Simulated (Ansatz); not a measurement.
`CCOCC` → `CCOC` + `[CH2]` (triplet) at 400 K and 1 bar (formal loss of a carbene).

Computed with Ansatz on PBE0-D4/def2-TZVP structures; ΔE is electronic, products minus reactants. CCSD(T)/CBS adds triple-zeta CCSD(T) − MP2 to the extrapolated MP2 energy (def2 sets, frozen cores). This one scheme is used for every species. Triplets are unrestricted, without spin–orbit coupling. One conformer a species, not always the lowest.

```tsv
species	CCSD(T)/CBS energy (Eh)	H − E (kJ/mol)	S (J/(mol·K))
`CCOCC`	-233.39238	391.4	369.9
`CCOC`	-194.12862	310.8	329.1
`[CH2]` (triplet)	-39.09499	59.0	205.7
```

H − E and S are ideal-gas, rigid-rotor, harmonic terms from PBE0-D4/def2-TZVP, for one conformer and one mirror image of each species, with the whole ground term of open shells counted as degenerate. 1 Eh = 2625.50 kJ/mol, R = 8.31446 J/(mol·K).

Problem. By hand: ΔE, ΔH, ΔS and ΔG.

Solution. ΔE = (-194.12862) + (-39.09499) − (-233.39238) = 0.16877 Eh = 443.1 kJ/mol. Δ(H − E) = 310.8 + 59.0 − 391.4 = -21.6, so ΔH = 421.5 kJ/mol. ΔS = 329.1 + 205.7 − 369.9 = 164.9 J/(mol·K). ΔG = 421.5 − 400 × (164.9)/1000 = 355.5 kJ/mol.

Problem. By hand: the equilibrium constant, and the temperature at which ΔG would vanish if ΔH and ΔS stayed fixed.

Solution. log₁₀ K = −ΔG/(RT ln 10) = -46.4. ΔG = 0 at ΔH/ΔS = 2556 K, far beyond where these terms or the molecules hold.

The number of gas molecules changes by +1, which sets the sign of ΔS. A doubt of 5 kJ/mol in ΔE shifts log₁₀ K by 0.7 here. Other conformers and mirror images would add mixing entropy, several J/(mol·K) or more a flexible species. Modes under 60 cm⁻¹, often nearly free rotors, make the harmonic entropy too high. A triplet takes part, so the spin changes. These are equilibria of isolated gas molecules and say nothing of rates. Largest T1 diagnostic: 0.011 (customary marks: 0.02 for closed shells, 0.045 for open ones).
